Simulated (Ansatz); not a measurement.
# BaTe: valence-band photoemission, part 4 of 4

Wanted: projected DOS of BaTe, weighted into photoemission and X-ray emission spectra, at several levels of theory.

Ansatz 0.2.0; DFT, PBEsol, plane-wave PAW, default files, scalar-relativistic (the session's first sound run).

So far. Step 5 (With RPBE): At this level the gap is 1.54 eV on the path. Step 6 (With r²SCAN): At this level the gap is 1.78 eV on the path.

The database entry behind the starting cell differs from later determinations by our own check (about 2.5 % short), so it need not match the best structure at ambient conditions.

### Step 8. Other settings

This step: DFT, PBEsol, plane-wave PAW, default files, scalar-relativistic; changed: scf.mixing.preconditioner = "ldos", basis.ecutwfc = "250 eV", scf.mixing.algorithm = "msr1", scf.mixing.beta = 0.2 (Ansatz 0.2.0).

Other settings are tried.

input.yaml reads:

```yaml
crystal:
  lattice:
    - [0.0, 3.41, 3.41]
    - [3.41, 0.0, 3.41]
    - [3.41, 3.41, 0.0]
  atoms:
    - { symbol: Ba, position: [0.0, 0.0, 0.0] }
    - { symbol: Te, position: [0.5, 0.5, 0.5] }
kpoints:
  mp_grid: { grid: [8, 8, 8] }
scf:
  occupations: { method: fermi_dirac, width: 0.02 }
  n_extra_bands: 8
  mixing: { preconditioner: ldos, algorithm: msr1, beta: 0.2 }
hamiltonian:
  xc: pbesol
  pseudopotentials: { kind: paw }
output:
  forces: true
  stress: true
  dos:
    projected: true
    de: 0.05
    e_range: [-30, 12]
    nscf_kmesh: { grid: [12, 12, 12] }
basis:
  ecutwfc: "250 eV"
```

On the command line:

```sh
ansatz run input.yaml --threads 2 --pin off --max-ram 4096MiB --backend cpu --events-out ev --progress --plain --runs-dir out
```

Numbers of over 12 decimals in the logs are rounded to 6 here.

Log:

```text
Warning: basis.ecutwfc = 250 eV is below the records' recommended 420 eV, and the density's cutoff is lower with it unless basis.ecutrho_ratio is high enough to keep the records' density cutoff: compare with a run at a higher cutoff
[...]
Crystal: 2 atoms, lattice volume = 79.304 Å³
Basis set: ecut = 250 eV, 725 PW (Γ), exchange–correlation on 50×50×50 points (8 copies of the dense FFT grid, shifted against one another)
Bands: 21, of which v1, the nominal top of the filled ones, is band 13 counted from 1 (12 counted from 0)
Symmetry: 48 space group operations
[...]
k-points: 29 of 512
[...]
SCF iter   1: F=—  HF=-12766.801520 eV  |F-HF|=—  |Δ(HF+E_count)|=         —  Δρ=8.53e-3  dr2=3.20e-2  ethr=1.77e-3  ⟨swp⟩=7.8  Hψ=3744  notcnv=0  defer=4
[...]
SCF iter   7: F=-12766.769033 eV  HF=-12766.769033 eV  |F-HF|=2.33e-9  |Δ(HF+E_count)|=   1.60e-7  Δρ=3.16e-6  dr2=6.30e-9  ethr=3.85e-10  ⟨swp⟩=9.3  Hψ=3212  notcnv=0
SCF 1 converged in 7 iterations: F = -12766.769033 eV  dr2 = 6.30e-9
[...]
SCF converged after 7 iterations
Free energy (F): -12766.769033 eV
[...]
Internal energy: -12766.769033 eV  (E = F + TS)
E sigma→0 (E₀):  -12766.769033 eV
Fermi energy:    7.775901 eV
[...]
--- Stress (GPa, compression-positive) ---
        1.960893      -0.000000      -0.000000
       -0.000000       1.960893      -0.000000
       -0.000000      -0.000000       1.960893
  P = ⅓ Tr σ = 1.9609 GPa (19.609 kbar)
--- Band table (eV; the first three rows and the last of 29) ---
  k-point 0: bands = [... 9 lower, -2.6377, 7.1052, 7.1052, 7.1052, 10.0089, 10.0089, 10.0089, 10.2321, ... 4 higher]
  k-point 1: bands = [... 9 lower, -2.4677, 6.5509, 6.8453, 6.8453, 10.0281, 10.2187, 10.2187, 10.9342, ... 4 higher]
  k-point 2: bands = [... 9 lower, -2.1034, 5.6286, 6.3668, 6.3668, 10.1801, 10.7752, 10.7752, 12.2654, ... 4 higher]
  k-point 28: bands = [... 9 lower, -2.1061, 5.7160, 6.1660, 6.1660, 10.5946, 10.5946, 12.1935, 12.5820, ... 4 higher]
```

Wall time 1.8 s (2 threads of Arm Neoverse V2, shared host); peak memory 0.3 GiB; 3.4 s of CPU time.

Residual by cycle:

cycle, log10 residual and a bar from the least value:
```
        1       -1.5 ##############################
        2       -1.9 ############################
        3       -2.9 ########################
        4       -2.7 #########################
        5       -4.1 ##################
        6       -6.2 #########
        7       -8.2
```

The run finished with changed settings (scf.mixing.preconditioner = "ldos", basis.ecutwfc = "250 eV", scf.mixing.algorithm = "msr1" and scf.mixing.beta = 0.2); it serves as a test.

The two runs compared:

```
                                                                             quantity   this run  sound run  difference
                                                                     free energy (eV)  -12766.77  -12767.68       0.916
                                                         energy at zero smearing (eV)  -12766.77  -12767.68       0.916
                                                                    Fermi energy (eV)     7.7759     7.7715     0.00437
                                                                       pressure (GPa)     1.9609     1.9095      0.0514
                                                               gap on the k-mesh (eV)     1.3414     1.3396     0.00182
share of occupied states in no projected shell (of the occupied states in the window)     0.0187     0.0189     -2.0e-4
```

### Step 9. Results

```json
{
  "least gap on the mesh and the path": "1.34 eV",
  "strongest listed peak within 13 eV of the zero, at 1486.7 eV": "12.0 eV binding, mostly Ba 5p",
  "strongest listed peak within 13 eV of the zero, at 21.2 eV": "1.0 eV binding, mostly Te 5p",
  "PBEsol (6.2 s on 2 threads)": "gap 1.34 eV, highest Al Kα peak within 13 eV at 12.0 eV (Ba 5p)",
  "spin–orbit (69 s on 2 threads)": "gap 1.06 eV, highest Al Kα peak within 13 eV at 11.7 eV (Ba 5p)",
  "HSE06 (23 s on 2 threads)": "gap 2.10 eV on a coarse mesh, an upper bound, highest Al Kα peak within 13 eV at 12.9 eV (Ba 5p)",
  "RPBE (6.2 s on 2 threads)": "gap 1.54 eV, highest Al Kα peak within 13 eV at 12.1 eV (Ba 5p)",
  "r²SCAN (11 s on 2 threads)": "gap 1.78 eV, highest Al Kα peak within 13 eV at 12.4 eV (Ba 5p)"
}
```

BaTe is an insulator or semiconductor at the base level (gap 1.34 eV), and its valence spectrum changes with photon energy as the shells' cross sections do. At 21.2 eV the valence spectrum has its highest listed peak within 10.4 eV at 1.0 eV (Te 5p). At 1486.7 eV the valence spectrum has its highest listed peaks within 13 eV at 1.0 eV (Te 5p) and 12.0 eV (Ba 5p). The shell named is the one with most of the intensity, cross sections included, not always the one with most states there. In the main run, from 1486.7 eV towards hard X-rays the Ba 5s share grows by 10 points, as its cross section falls more slowly with photon energy than those of the shells it gains on. With spin-orbit coupling on, the gap on the path moves from 1.34 to 1.06 eV. On its own mesh the hybrid gives a gap of 2.10 eV; that mesh may miss the band edges, so it is an upper bound and isn't set against the base run's. With RPBE, the gap on the path moves from 1.34 to 1.54 eV. With r²SCAN, the gap on the path moves from 1.34 to 1.78 eV. At 21.2 eV the area is led by Te 5p (99 %), at 9251.7 eV by Ba 5p (39 %), a shell that the model's window at 21.2 eV leaves out. Kohn–Sham levels aren't quasiparticle energies, so peak positions are approximate. Each run has its own recipe for the spectra (widths, photon energies, in some runs the light), so peak heights and places can differ between runs for that reason too. Semilocal Kohn–Sham gaps are too small as a rule.

[Logs are printed without paths, hosts, clocks, repeated set-up lines and the standing remarks that a program may print on its own settings, such as how far it seeks lower states.]

[Hosts, paths, dates, database ids (printed as entryN), source tags and the programs' standing remarks are cut or masked in the printed files.]

[Maps of the electrostatic potential energy from Ansatz leave out the sawtooth potential of an applied field or a dipole correction, so their vacuum need not be flat; work functions include it.]

[Peak lists hold at most the 14 tallest peaks of each spectrum; further lines can be left out.]
